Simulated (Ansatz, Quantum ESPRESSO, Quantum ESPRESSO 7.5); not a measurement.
# Screening and band shifts of 1T-GeCl2, 1 layer

Aim: how 1T-GeCl2, 1 layer screens a field along its normal, and what the field does to its bands.

Method: plane-wave DFT, PBE, GBRV ultrasoft pseudopotentials (geometry and cross-check by Ansatz 0.2.0 with PAW datasets; geometry under PBE), in Quantum ESPRESSO 7.5.

This is a report of a sequence of runs, with most program output left out.

**1. Starting point**

The cell holds 3 atoms: 2 Cl and 1 Ge. Cell: a = 3.039 Å, b = 3.039 Å, c = 19.588 Å, α = 90.0°, β = 90.0°, γ = 120.0°. It derives from GeCl2. Vacuum lies along c.

This sheet is a model structure: its symmetry is held, and its stability is not tested here.

**2. Geometry from Ansatz**

The geometry comes first, from a plane-wave PAW code, so that the later runs on this slab share one structure.

input.yaml reads:

```yaml
crystal:
  lattice:
    - [3.03854, 0.0, 0.0]
    - [-1.51927, 2.6314528304, 0.0]
    - [0.0, 0.0, 19.5883005154]
  atoms:
    - { symbol: Cl, position: [0.6666666667, 0.3333333333, 0.4339324891] }
    - { symbol: Ge, position: [0.0, 0.0, 0.5] }
    - { symbol: Cl, position: [0.3333333333, 0.6666666667, 0.5660675109] }
kpoints:
  mp_grid: { grid: [12, 12, 1] }
hamiltonian:
  xc: pbe
scf:
  occupations: { method: fermi_dirac, width: 0.05 }
  convergence: { dr2_threshold: 1.0e-08 }
efield:
  axis: 3
  dipole_correction: true
  ramp_position: 0.97
  ramp_width: 0.04
relax:
  f_tol: 0.01
  cell: { fix: [c, alpha, beta] }
output:
  write_potential: true
  write_density: true
  volumetric_format: npy
```

Command:

```
$ ansatz run input.yaml --threads 4 --pin off --max-ram 8192MiB --backend cpu --events-out ev --progress --plain --runs-dir out
```

Run time: 23 s. Hardware: 4 threads of Arm Neoverse V1, shared host; peak memory 0.53 GiB; 89 s of CPU time.

The steps of the relaxation:

| step | energy less that of the first step (eV) | largest force component (eV/Å) | pressure (GPa) | volume (Å³) |
| --- | --- | --- | --- | --- |
| 1 | 0.0000 | 7.4251 | 24.13 | 156.62 |
| 2 | -3.8077 | 3.8918 | 12.63 | 172.03 |
| 3 | -5.6479 | 1.0663 | 4.86 | 188.84 |
| 4 | -6.1205 | 0.3595 | 2.30 | 205.96 |
| 5 | -6.3280 | 0.0594 | 0.68 | 223.77 |
| 6 | -6.3595 | 0.0052 | -0.13 | 235.47 |
| 7 | -6.3598 | 0.0002 | -0.06 | 234.46 |
| 8* | -6.4890 | 0.0002 | 0.72 | 234.46 |
| 9 | -6.5501 | 0.0185 | 0.35 | 246.59 |
| 10 | -6.5753 | 0.0508 | -0.15 | 266.63 |
| 11 | -6.5767 | 0.0532 | 0.07 | 263.34 |
| 12 | -6.5773 | 0.0008 | 0.00 | 263.15 |
| 13* | -6.5783 | 0.0007 | 0.00 | 263.15 |

Relaxation steps marked * repeat the geometry before them on a plane-wave basis chosen anew for their cell, so energy and pressure can jump there.

| cell as run | before | after | change |
| --- | --- | --- | --- |
| a (Å) | 3.039 | 3.939 | +29.6 % |
| b (Å) | 3.039 | 3.939 | +29.6 % |

The atoms that moved most (Å, along periodic axes as changes of fractional coordinates times the final cell, across vacuum about the mean position):

| atom | dx | dy | dz | length |
| --- | --- | --- | --- | --- |
| Cl1 | 0.000 | 0.000 | -0.177 | 0.177 |
| Cl3 | 0.000 | 0.000 | 0.177 | 0.177 |

The relaxed structure:

```xyz
3
Lattice="3.9386 0.0000 0.0000 -1.9693 3.4109 0.0000 0.0000 0.0000 19.5883" Properties=species:S:1:pos:R:3
Cl    1.9693    1.1370    8.3234
Ge    0.0000    0.0000    9.7942
Cl    0.0000    2.2739   11.2649
```

Numbers from this step:

- free energy: -6456.2895 eV
- Fermi energy: -2.702 eV
- gap by band count: 2.618 eV
- symmetry operations: 6
- dipole along the normal: 4.73e-5 e·Å
- vacuum level at the upper face over a Fermi level inside the gap: 5.663 eV
- vacuum level at the lower face over a Fermi level inside the gap: 5.663 eV

**3. SCF with pw.x: no field**

The zero-field run is the reference. tefield and dipfield are on already, so that all runs share k-points and boundary.

Level of this step: plane-wave DFT, PBE, GBRV ultrasoft pseudopotentials (Quantum ESPRESSO 7.5).

f0.in reads:

```
&control
  prefix = 'f0'
  outdir = './out'
  pseudo_dir = './pseudo'
  calculation = 'scf'
  tprnfor = .true.
  tefield = .true.
  dipfield = .true.
/
&system
  ibrav = 0
  nat = 3
  ntyp = 2
  ecutwfc = 40
  ecutrho = 200
  occupations = 'smearing'
  smearing = 'fd'
  degauss = 0.004
  edir = 3
  emaxpos = 0.97
  eopreg = 0.04
  eamp = 0.0
/
&electrons
  conv_thr = 1e-09
  mixing_beta = 0.4
  electron_maxstep = 120
  mixing_mode = 'plain'
/
ATOMIC_SPECIES
  Cl  35.4500  cl_pbe_v1.4.uspp.F.UPF
  Ge  72.6300  ge_pbe_v1.4.uspp.F.UPF
CELL_PARAMETERS angstrom
  3.93856040963331 0.00000000000000 0.00000000000000
  -1.96928020481666 3.41089336908209 -0.00000000000000
  0.00000000000000 -0.00000000000000 19.58830051540000
ATOMIC_POSITIONS crystal
  Cl  0.666666666667 0.333333333333 0.424919235791
  Ge  0.000000000000 0.000000000000 0.500000020751
  Cl  0.333333333333 0.666666666667 0.575080743459
K_POINTS automatic
  12 12 1 0 0 0
```

Command:

```
$ OMP_NUM_THREADS=1 mpirun -n 4 pw.x -nk 4 -in f0.in > f0.out
```

The job ended after 57 s (4 MPI ranks; peak memory 0.72 GiB; 3.8 min of CPU time).

Read from the output:

- free energy: -3815.0706 eV
- Fermi energy: -2.713 eV
- dipole along the normal: 0 e·Å
- valence top, on the run's zero: -4.082 eV
- conduction bottom, on the run's zero: -1.462 eV
- gap by band count: 2.620 eV

The program's own clock; routines nest. Time by routine:

| routine | wall time (s) | calls |
| --- | --- | --- |
| PWSCF | 56 | 1 |
| electrons | 53.37 | 1 |
| c_bands | 42.14 | 12 |
| cegterg | 37.18 | 228 |
| h_psi | 30.04 | 1004 |
| fftw | 27.95 | 25090 |
| vloc_psi | 25.58 | 1004 |
| sum_band | 8.38 | 12 |
| calbec | 3.14 | 1308 |
| add_vuspsi | 2.22 | 1004 |
| s_psi | 2.18 | 1004 |
| h_psi:calbec | 2.1 | 1004 |
| init_run | 1.79 | 1 |
| newd | 1.74 | 12 |

The run needed 11 iterations to bring the estimated error under 1e-09 Ry.

**4. Potential by pp.x**

The vacuum level is read from the electrostatic potential (plot_num = 11), averaged over planes.

f0.pot.in reads:

```
&inputpp
  prefix = 'f0'
  outdir = './out'
  filplot = 'f0.pot.dat'
  plot_num = 11
/
```

Command:

```
$ OMP_NUM_THREADS=1 mpirun -n 4 pp.x -in f0.pot.in > f0.pot.out
```

The job ended after 1.1 s (4 MPI ranks; peak memory 0.1 GiB; 4 s of CPU time).

This step gave:

* slope of the potential above: 7.44e-6 eV/Å
* upper vacuum line continued to the top atoms, over the valence top: 7.036 eV
* slope of the potential below: -5.83e-6 eV/Å
* lower vacuum line continued to the bottom atoms, over the valence top: 7.036 eV
* vacuum level at the upper face over the valence top of the mesh: 7.036 eV
* vacuum level at the lower face over the valence top of the mesh: 7.036 eV

The vacuum is flat to 0.1 meV/Å, so its level is well defined. Inside the slab the curve depends on the local part of the pseudopotentials; only the vacuum level has a meaning of its own.

**5. Band structure: no field**

The density is frozen and the levels are solved along a path.

f0.bands.in, as its differences from the input of step 3:

```diff
@@ -1,7 +1,6 @@
 &control
-  prefix = 'f0'
+  prefix = 'f0.bands'
   outdir = './out'
   pseudo_dir = './pseudo'
-  calculation = 'scf'
-  tprnfor = .true.
+  calculation = 'bands'
   tefield = .true.
@@ -22,8 +21,9 @@
   eamp = 0.0
+  nbnd = 20
 /
 &electrons
-  conv_thr = 1e-09
+  conv_thr = 1e-07
   mixing_beta = 0.4
   electron_maxstep = 120
-  mixing_mode = 'plain'
+  mixing_mode = 'local-TF'
 /
@@ -40,3 +40,7 @@
   Cl  0.333333333333 0.666666666667 0.575080743459
-K_POINTS automatic
-  12 12 1 0 0 0
+K_POINTS crystal_b
+4
+  0.0000000000 0.0000000000 0.0000000000 14
+  0.5000000000 0.0000000000 0.0000000000 14
+  0.3333333333 0.3333333333 0.0000000000 14
+  0.0000000000 0.0000000000 0.0000000000 1
```

Command:

```
$ cp -r out/f0.save out/f0.bands.save
$ cp out/f0.xml out/f0.bands.xml
$ OMP_NUM_THREADS=1 mpirun -n 4 pw.x -nk 4 -in f0.bands.in > f0.bands.out
```

The job ended after 23 s (4 MPI ranks; peak memory 0.34 GiB; 90 s of CPU time).

Read from the output:

| Item | Value |
| --- | --- |
| gap by band count | 2.619 eV |

Band numbers count within the set of bands kept for display. The electronic bands at the labelled points (eV, zero at the highest filled level of the SCF mesh; v1 is the highest filled band, c1 the lowest empty one):

| point | v4 | v3 | v2 | v1 | c1 | c2 | c3 | c4 |
| --- | --- | --- | --- | --- | --- | --- | --- | --- |
| Γ | -1.69 | -1.69 | -1.65 | -0.64 | 2.62 | 4.04 | 4.04 | 6.48 |
| halfway | -2.31 | -1.62 | -1.58 | -0.18 | 3.43 | 4.43 | 4.51 | 7.22 |
| M | -2.48 | -1.66 | -1.65 | -0.53 | 3.65 | 4.83 | 5.14 | 7.20 |
| halfway | -2.68 | -1.78 | -1.62 | -0.20 | 4.15 | 4.71 | 5.09 | 7.72 |
| K | -3.05 | -1.70 | -1.70 | 0.00 | 4.65 | 4.65 | 5.01 | 8.72 |
| halfway | -2.11 | -1.85 | -1.54 | -0.09 | 3.87 | 4.16 | 4.71 | 7.53 |
| Γ | -1.69 | -1.69 | -1.65 | -0.64 | 2.62 | 4.04 | 4.04 | 6.48 |

Along this path the valence top lies at K and the conduction bottom at Γ.

**6. SCF with pw.x: field 0.1 V/Å**

eamp is the field in Hartree atomic units (1 a.u. = 51.42 V/Å). With dipfield on, it is the field in the vacuum beside an isolated sheet. The run starts from the density of the one before.

f1.in, as its differences from the input of step 3:

```diff
@@ -1,3 +1,3 @@
 &control
-  prefix = 'f0'
+  prefix = 'f1'
   outdir = './out'
@@ -21,3 +21,3 @@
   eopreg = 0.04
-  eamp = 0.0
+  eamp = 0.00194469
 /
@@ -28,2 +28,3 @@
   mixing_mode = 'plain'
+  startingpot = 'file'
 /
```

Command:

```
$ cp -r out/f0.save out/f1.save
$ OMP_NUM_THREADS=1 mpirun -n 4 pw.x -nk 4 -in f1.in > f1.out
```

Elapsed: 47 s, on 4 MPI ranks; peak memory 0.71 GiB; 3.1 min of CPU time.

Read from the output:

```
free energy                          : -3815.0721 eV
Fermi energy                         : -2.703 eV
dipole along the normal              : 0.03108 e·Å
valence top, on the run's zero       : -4.066 eV
conduction bottom, on the run's zero : -1.447 eV
```

The dipole goes from -0.0000 to 0.0311 e Å, 0.3108 e Å per V/Å.

**7. Potential by pp.x**

f1.pot.in reads:

```
&inputpp
  prefix = 'f1'
  outdir = './out'
  filplot = 'f1.pot.dat'
  plot_num = 11
/
```

Command:

```
$ OMP_NUM_THREADS=1 mpirun -n 4 pp.x -in f1.pot.in > f1.pot.out
```

Run time: 1.1 s. Hardware: 4 MPI ranks; peak memory 0.11 GiB.

Read from the output:

| Quantity | Value |
| --- | --- |
| slope of the potential above | 0.1000 eV/Å |
| upper vacuum line continued to the top atoms, over the valence top | 6.974 eV |
| slope of the potential below | 0.09999 eV/Å |
| lower vacuum line continued to the bottom atoms, over the valence top | 7.098 eV |

The slope in the vacuum is 0.100 eV/Å for an applied 0.10 V/Å, as it should be.

**8. Ground state: field 0.2 V/Å**

f2.in, as its differences from the input of step 6:

```diff
@@ -1,3 +1,3 @@
 &control
-  prefix = 'f1'
+  prefix = 'f2'
   outdir = './out'
@@ -21,3 +21,3 @@
   eopreg = 0.04
-  eamp = 0.00194469
+  eamp = 0.00388938
 /
```

Command:

```
$ cp -r out/f0.save out/f2.save
$ OMP_NUM_THREADS=1 mpirun -n 4 pw.x -nk 4 -in f2.in > f2.out
```

Wall time 50 s (4 MPI ranks); peak memory 0.71 GiB.

Numbers from this step:

```
free energy                          : -3815.0768 eV
Fermi energy                         : -2.493 eV
dipole along the normal              : 0.06219 e·Å
valence top, on the run's zero       : -4.052 eV
conduction bottom, on the run's zero : -1.433 eV
```

The dipole goes from -0.0000 to 0.0622 e Å, 0.3109 e Å per V/Å.

**9. Potential by pp.x**

f2.pot.in reads:

```
&inputpp
  prefix = 'f2'
  outdir = './out'
  filplot = 'f2.pot.dat'
  plot_num = 11
/
```

Command:

```
$ OMP_NUM_THREADS=1 mpirun -n 4 pp.x -in f2.pot.in > f2.pot.out
```

Wall time 1.1 s (4 MPI ranks); peak memory 0.12 GiB.

This step gave:

| Quantity | Value |
| --- | --- |
| slope of the potential above | 0.2000 eV/Å |
| upper vacuum line continued to the top atoms, over the valence top | 6.913 eV |
| slope of the potential below | 0.2000 eV/Å |
| lower vacuum line continued to the bottom atoms, over the valence top | 7.162 eV |

The slope in the vacuum is 0.200 eV/Å for an applied 0.20 V/Å, as it should be.

**10. Bands along a path: field 0.2 V/Å**

f2.bands.in, as its differences from the input of step 5:

```diff
@@ -1,3 +1,3 @@
 &control
-  prefix = 'f0.bands'
+  prefix = 'f2.bands'
   outdir = './out'
@@ -20,3 +20,3 @@
   eopreg = 0.04
-  eamp = 0.0
+  eamp = 0.00388938
   nbnd = 20
```

Command:

```
$ cp -r out/f2.save out/f2.bands.save
$ cp out/f2.xml out/f2.bands.xml
$ OMP_NUM_THREADS=1 mpirun -n 4 pw.x -nk 4 -in f2.bands.in > f2.bands.out
```

Wall time 23 s (4 MPI ranks); peak memory 0.34 GiB.

Band numbers count within the set of bands kept for display. The electronic bands at the labelled points (eV, zero at the highest filled level of the SCF mesh; v1 is the highest filled band, c1 the lowest empty one):

| point | v4 | v3 | v2 | v1 | c1 | c2 | c3 | c4 |
| --- | --- | --- | --- | --- | --- | --- | --- | --- |
| Γ | -1.68 | -1.68 | -1.65 | -0.64 | 2.62 | 4.04 | 4.04 | 5.95 |
| halfway | -2.31 | -1.62 | -1.58 | -0.18 | 3.43 | 4.43 | 4.51 | 6.73 |
| M | -2.48 | -1.66 | -1.65 | -0.53 | 3.65 | 4.83 | 5.14 | 7.20 |
| halfway | -2.68 | -1.78 | -1.62 | -0.20 | 4.15 | 4.71 | 5.09 | 7.72 |
| K | -3.05 | -1.72 | -1.69 | 0.00 | 4.65 | 4.66 | 5.01 | 8.69 |
| halfway | -2.12 | -1.85 | -1.54 | -0.09 | 3.87 | 4.16 | 4.71 | 6.99 |
| Γ | -1.68 | -1.68 | -1.65 | -0.64 | 2.62 | 4.04 | 4.04 | 5.95 |

Upper empty bands that drop with the field can be states of the vacuum, held by the sawtooth; they depend on the cell's width.

Along this path the valence top lies at K and the conduction bottom at Γ.

**11. Ground state: field -0.2 V/Å**

f3.in, as its differences from the input of step 8:

```diff
@@ -1,3 +1,3 @@
 &control
-  prefix = 'f2'
+  prefix = 'f3'
   outdir = './out'
@@ -21,3 +21,3 @@
   eopreg = 0.04
-  eamp = 0.00388938
+  eamp = -0.00388938
 /
```

Command:

```
$ cp -r out/f0.save out/f3.save
$ OMP_NUM_THREADS=1 mpirun -n 4 pw.x -nk 4 -in f3.in > f3.out
```

Run time: 50 s. Hardware: 4 MPI ranks; peak memory 0.66 GiB; 3.4 min of CPU time.

Read from the output:

| Item | Value |
| --- | --- |
| Fermi energy | -2.766 eV |
| dipole along the normal | -0.06219 e·Å |
| valence top, on the run's zero | -4.113 eV |
| conduction bottom, on the run's zero | -1.494 eV |

The dipole goes from -0.0000 to -0.0622 e Å, 0.3109 e Å per V/Å.

**12. Potential by pp.x**

f3.pot.in reads:

```
&inputpp
  prefix = 'f3'
  outdir = './out'
  filplot = 'f3.pot.dat'
  plot_num = 11
/
```

Command:

```
$ OMP_NUM_THREADS=1 mpirun -n 4 pp.x -in f3.pot.in > f3.pot.out
```

Wall time 1.1 s (4 MPI ranks); peak memory 0.12 GiB; 4 s of CPU time.

This step gave:

| Item | Value |
| --- | --- |
| slope of the potential above | -0.2000 eV/Å |
| upper vacuum line continued to the top atoms, over the valence top | 7.162 eV |
| slope of the potential below | -0.2000 eV/Å |
| lower vacuum line continued to the bottom atoms, over the valence top | 6.913 eV |

The slope in the vacuum is -0.200 eV/Å for an applied -0.20 V/Å, as it should be.

Each curve counts from the valence top of its own run.

The potential energy (potential at 0 V/Å) oscillates, so the rows of the table below give means over windows of 1 Å about each position, cut where the curve ends. Its maxima inside the range that stand out by 2 % of the span (Å: eV): 9.0: -1.13, 10.6: -1.13. Its minima: 8.4: -7.49, 9.8: -4.48, 11.2: -7.49.

The runs together. Table of potential energy by z; means over each step:

| z (Å) | potential at 0 V/Å (eV) | potential at 0.1 V/Å (eV) | potential at 0.2 V/Å (eV) | potential at -0.2 V/Å (eV) |
| --- | --- | --- | --- | --- |
| 0 | 7.04 | 6.37 | 5.71 | 8.37 |
| 1 | 7.04 | 6.37 | 5.70 | 8.38 |
| 2 | 7.04 | 6.47 | 5.90 | 8.18 |
| 3 | 7.04 | 6.57 | 6.10 | 7.98 |
| 4 | 7.04 | 6.67 | 6.30 | 7.78 |
| 5 | 7.03 | 6.77 | 6.50 | 7.58 |
| 6 | 7.01 | 6.84 | 6.67 | 7.36 |
| 7 | 6.41 | 6.33 | 6.25 | 6.57 |
| 8 | -2.29 | -2.32 | -2.35 | -2.24 |
| 9 | -2.90 | -2.91 | -2.91 | -2.88 |
| 10 | -3.59 | -3.59 | -3.59 | -3.60 |
| 11 | -4.57 | -4.55 | -4.54 | -4.59 |
| 12 | 2.87 | 2.91 | 2.95 | 2.78 |
| 13 | 6.88 | 6.99 | 7.11 | 6.65 |
| 14 | 7.03 | 7.24 | 7.45 | 6.61 |
| 15 | 7.04 | 7.35 | 7.66 | 6.41 |
| 16 | 7.04 | 7.45 | 7.86 | 6.21 |
| 17 | 7.04 | 7.55 | 8.06 | 6.01 |
| 18 | 7.04 | 7.65 | 8.26 | 5.82 |
| 19 | 7.04 | 7.51 | 7.99 | 6.08 |

**13. Bands along a path: field -0.2 V/Å**

f3.bands.in, as its differences from the input of step 10:

```diff
@@ -1,3 +1,3 @@
 &control
-  prefix = 'f2.bands'
+  prefix = 'f3.bands'
   outdir = './out'
@@ -20,3 +20,3 @@
   eopreg = 0.04
-  eamp = 0.00388938
+  eamp = -0.00388938
   nbnd = 20
```

Command:

```
$ cp -r out/f3.save out/f3.bands.save
$ cp out/f3.xml out/f3.bands.xml
$ OMP_NUM_THREADS=1 mpirun -n 4 pw.x -nk 4 -in f3.bands.in > f3.bands.out
```

The job ended after 24 s (4 MPI ranks; peak memory 0.34 GiB).

Band numbers count within the set of bands kept for display. The electronic bands at the labelled points (eV, zero at the highest filled level of the SCF mesh; v1 is the highest filled band, c1 the lowest empty one):

| point | v4 | v3 | v2 | v1 | c1 | c2 | c3 | c4 |
| --- | --- | --- | --- | --- | --- | --- | --- | --- |
| Γ | -1.68 | -1.68 | -1.65 | -0.64 | 2.62 | 4.04 | 4.04 | 5.99 |
| halfway | -2.31 | -1.62 | -1.58 | -0.18 | 3.43 | 4.43 | 4.51 | 6.76 |
| M | -2.48 | -1.66 | -1.65 | -0.53 | 3.65 | 4.83 | 5.14 | 7.20 |
| halfway | -2.68 | -1.78 | -1.62 | -0.20 | 4.15 | 4.71 | 5.09 | 7.72 |
| K | -3.05 | -1.72 | -1.69 | 0.00 | 4.65 | 4.66 | 5.01 | 8.69 |
| halfway | -2.12 | -1.85 | -1.54 | -0.09 | 3.87 | 4.16 | 4.71 | 7.02 |
| Γ | -1.68 | -1.68 | -1.65 | -0.64 | 2.62 | 4.04 | 4.04 | 5.99 |

Upper empty bands that drop with the field can be states of the vacuum, held by the sawtooth; they depend on the cell's width.

Along this path the valence top lies at K and the conduction bottom at Γ.

**14. Valence density**

The density shows how far the electrons spill into the vacuum.

f0.rho.in reads:

```
&inputpp
  prefix = 'f0'
  outdir = './out'
  filplot = 'f0.rho.dat'
  plot_num = 0
/
```

Command:

```
$ OMP_NUM_THREADS=1 mpirun -n 4 pp.x -in f0.rho.in > f0.rho.out
```

The job ended after 1.1 s (4 MPI ranks; peak memory 0.12 GiB; 4 s of CPU time).

Read from the output:

* electrons by integration: 28.00 e

The valence density, planar mean oscillates, so the rows of the table below give means over windows of 0.5 Å about each position, cut where the curve ends. Its maxima inside the range that stand out by 2 % of the span (Å: e/Å³): 8.60: 0.381, 9.79: 1.44, 10.99: 0.381. Its minima: 9.14: 0.291, 10.45: 0.291.

Mean over planes. The valence density, planar mean by z; means over each step:

| z (Å) | valence density, planar mean (e/Å³) |
| --- | --- |
| 5.0 | 3.6e-5 |
| 5.5 | 1.9e-4 |
| 6.0 | 9.9e-4 |
| 6.5 | 0.00522 |
| 7.0 | 0.0292 |
| 7.5 | 0.139 |
| 8.0 | 0.321 |
| 8.5 | 0.368 |
| 9.0 | 0.319 |
| 9.5 | 0.781 |
| 10.0 | 0.958 |
| 10.5 | 0.320 |
| 11.0 | 0.368 |
| 11.5 | 0.338 |
| 12.0 | 0.172 |
| 12.5 | 0.0392 |
| 13.0 | 0.00710 |
| 13.5 | 0.00132 |
| 14.0 | 2.5e-4 |
| 14.5 | 4.8e-5 |

Valence density in the ca plane at fractional y = 0.000, with atoms of Ge within 0.2 Å of it. It is the smooth field of the valence electrons, not physical close to the nuclei.

Ten steps, logarithmic in the rise over the least value, from '0' (0 e/Å³) to '9' (39 e/Å³), each cell a mean:
```
00000000000000000000002586310000000000000000
00000000000000000000001232100000000000000000
00000000000000000000000011000000000000000000
00000000000000000000000000000000000000000000
00000000000000000000110000011100000000000000
00000000000000000000110000001000000000000000
00000000000000000000000000000000000000000000
00000000000000000000001111100000000000000000
00000000000000000000001465200000000000000000
00000000000000000000002798310000000000000000
```
Columns run along c (16.0 Å, from fractional 0.05 to 0.87 of the cell), rows up along a (3.9 Å). Atoms in or near the plane, at fractional coordinates: Ge at (0.50, 0.00).

The density integrates to 28.000 electrons, as the 28 of the input ask.

**15. Density by pp.x**

f2.rho.in reads:

```
&inputpp
  prefix = 'f2'
  outdir = './out'
  filplot = 'f2.rho.dat'
  plot_num = 0
/
```

Command:

```
$ OMP_NUM_THREADS=1 mpirun -n 4 pp.x -in f2.rho.in > f2.rho.out
```

Run time: 1.1 s. Hardware: 4 MPI ranks; peak memory 0.12 GiB; 4 s of CPU time.

[end of part 1 of 2]

[Logs are printed without paths, hosts, clocks, repeated set-up lines and the standing remarks that a program may print on its own settings, such as how far it seeks lower states.]

[Hosts, paths, dates, database ids (printed as entryN), source tags and the programs' standing remarks are cut or masked in the printed files.]

[Maps of the electrostatic potential energy from Ansatz leave out the sawtooth potential of an applied field or a dipole correction, so their vacuum need not be flat; planar profiles and work functions include it.]
